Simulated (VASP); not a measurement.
Level of theory: LDA (Ceperley-Alder, Perdew-Zunger), VASP's LDA PAW potentials (set 64) (plane waves; VASP).

A VASP calculation is set up with these files.

### INCAR
```
SYSTEM=BaF2
PREC=Accurate; ENCUT=520; LREAL=.FALSE.
LASPH=.TRUE.
EDIFF=1E-7; NELM=100; ALGO=Normal
LMAXMIX=4
ISMEAR=-5
ISIF=2
LWAVE=.FALSE.; LCHARG=.TRUE.; LORBIT=11
NEDOS=601
LEFG=.TRUE.
```

**KPOINTS**
```
Regular mesh
0
G
 7 7 7
```

### POSCAR
```
BaF2
1.0
  0.0000000000   3.0455157985   3.0455157985
  3.0455157985   0.0000000000   3.0455157985
  3.0455157985   3.0455157985   0.0000000000
Ba F
1 2
Direct
  0.0000000000   0.0000000000   0.0000000000
  0.2500000000   0.2500000000   0.2500000000
  0.7500000000   0.7500000000   0.7500000000
```

POTCAR, in this order: Ba_sv F (LDA.64 set). Program: vasp_std.

The resulting files:

File OSZICAR:
```
       N       E                     dE             d eps       ncg     rms          rms(c)
DAV:   1     0.154624474865E+03    0.15462E+03   -0.13442E+04   640   0.141E+03
DAV:   2    -0.141553474931E+02   -0.16878E+03   -0.16757E+03   824   0.292E+02
DAV:   3    -0.202130423024E+02   -0.60577E+01   -0.60521E+01   848   0.641E+01
DAV:   4    -0.203356560820E+02   -0.12261E+00   -0.12259E+00   840   0.763E+00
DAV:   5    -0.203412233170E+02   -0.55672E-02   -0.55672E-02   888   0.109E+00    0.870E+00
DAV:   6    -0.187031725690E+02    0.16381E+01   -0.89863E+00   640   0.245E+01    0.482E+00
DAV:   7    -0.186553579496E+02    0.47815E-01   -0.35379E-01   824   0.532E+00    0.244E+00
DAV:   8    -0.186245176843E+02    0.30840E-01   -0.49683E-02   728   0.250E+00    0.300E-01
DAV:   9    -0.186254374102E+02   -0.91973E-03   -0.12240E-02   864   0.712E-01    0.131E-01
DAV:  10    -0.186261072586E+02   -0.66985E-03   -0.20741E-03   664   0.338E-01    0.417E-02
DAV:  11    -0.186260808175E+02    0.26441E-04   -0.36613E-04   856   0.141E-01    0.183E-02
DAV:  12    -0.186260819442E+02   -0.11267E-05   -0.61295E-05   672   0.569E-02    0.860E-03
DAV:  13    -0.186260805843E+02    0.13599E-05   -0.83164E-06   832   0.216E-02    0.670E-04
DAV:  14    -0.186260805860E+02   -0.17476E-08   -0.13507E-07   624   0.328E-03
   1 F= -.18626081E+02 E0= -.18626081E+02  d E =0.000000E+00
```

File OUTCAR:
```
------------------------ aborting loop because EDIFF is reached ----------------------------------------
  FORCE on cell =-STRESS in cart. coord.  units (eV):
  Direction    XX          YY          ZZ          XY          YZ          ZX
  --------------------------------------------------------------------------------------
  Total       -0.0150255     -0.0150255     -0.0150255      0.0000000     -0.0000000      0.0000000
  in kB       -0.4261138     -0.4261138     -0.4261138      0.0000000     -0.0000000      0.0000000
  external PRESSURE =      -0.4261138 kB  Pullay stress =       0.0000000 kB
  volume of cell :       56.50
      direct lattice vectors                 reciprocal lattice vectors
     0.000000000  3.045515798  3.045515798    -0.164175802  0.164175802  0.164175802
     3.045515798  0.000000000  3.045515798     0.164175802 -0.164175802  0.164175802
     3.045515798  3.045515798  0.000000000     0.164175802  0.164175802 -0.164175802
 POSITION                                       TOTAL-FORCE (eV/Angst)
 -----------------------------------------------------------------------------------
      0.00000      0.00000      0.00000         0.000000      0.000000      0.000000
      1.52276      1.52276      1.52276         0.000000      0.000000      0.000000
      4.56827      4.56827      4.56827        -0.000000     -0.000000     -0.000000
 -----------------------------------------------------------------------------------
    total drift:                               -0.000000     -0.000000      0.000000
  FREE ENERGIE OF THE ION-ELECTRON SYSTEM (eV)
  ---------------------------------------------------
  free  energy   TOTEN  =       -18.6260805860 eV

  energy  without entropy=      -18.6260805860  energy(sigma->0) =      -18.62608059

 total charge

# of ion       s       p       d       tot
------------------------------------------
    1        1.999   5.639   0.267   7.906
    2        1.727   4.344   0.000   6.071
    3        1.727   4.344   0.000   6.071
--------------------------------------------------
tot          5.453  14.327   0.267  20.048

 Electric field gradients after diagonalization (V/A^2)
 (convention: |V_zz| > |V_xx| > |V_yy|)
----------------------------------------------------------------------
 ion       V_xx      V_yy      V_zz     asymmetry (V_yy - V_xx)/ V_zz
----------------------------------------------------------------------
   1       0.000     0.000    -0.000       0.000
   2      -0.007    -0.007     0.015       0.000
   3      -0.007    -0.007     0.015       0.000
```
(Selected blocks of OUTCAR.)

File OUTCAR:
```
 val. band max:       -2.2471157004   @ k =   0.4286   0.2857   0.1429

 cond. band min:       4.3749164635   @ k =   0.0000   0.0000   0.0000


 Fermi energy:        -2.2221327094

 k-point     1 :       0.0000    0.0000    0.0000
  band No.  band energies     occupation
      1     -25.0415      2.00000
      2     -20.8196      2.00000
      3     -20.7068      2.00000
      4      -9.8211      2.00000
      5      -9.8211      2.00000
      6      -9.8211      2.00000
      7      -3.9605      2.00000
      8      -3.9605      2.00000
      9      -3.9605      2.00000
     10      -2.3476      2.00000
     11      -2.3476      2.00000
     12      -2.3476      2.00000
     13       4.3749      0.00000
     14       7.0241      0.00000
     15       7.0241      0.00000
     16       9.5145      0.00000

 k-point     2 :       0.1429    0.0000    0.0000
  band No.  band energies     occupation
      1     -24.9909      2.00000
      2     -20.8457      2.00000
      3     -20.7720      2.00000
      4      -9.8692      2.00000
      5      -9.8633      2.00000
      6      -9.8633      2.00000
      7      -3.8619      2.00000
      8      -3.8619      2.00000
      9      -3.7068      2.00000
     10      -2.5055      2.00000
     11      -2.3742      2.00000
     12      -2.3742      2.00000
     13       4.8531      0.00000
     14       7.0112      0.00000
     15       7.0112      0.00000
     16       9.2566      0.00000

 k-point     3 :       0.2857    0.0000    0.0000
  band No.  band energies     occupation
      1     -24.8702      2.00000
      2     -20.9684      2.00000
      3     -20.8607      2.00000
      4      -9.9593      2.00000
      5      -9.9539      2.00000
      6      -9.9539      2.00000
      7      -3.6610      2.00000
      8      -3.6610      2.00000
      9      -3.1429      2.00000
     10      -2.7848      2.00000
     11      -2.4094      2.00000
     12      -2.4094      2.00000
     13       5.8460      0.00000
...
```

Unless said otherwise, spin-orbit coupling is left out, though it shifts the bands of the heavy elements here.

The compound is BaF2 in the fluorite structure. It was relaxed first, which changed the volume by -5 %.
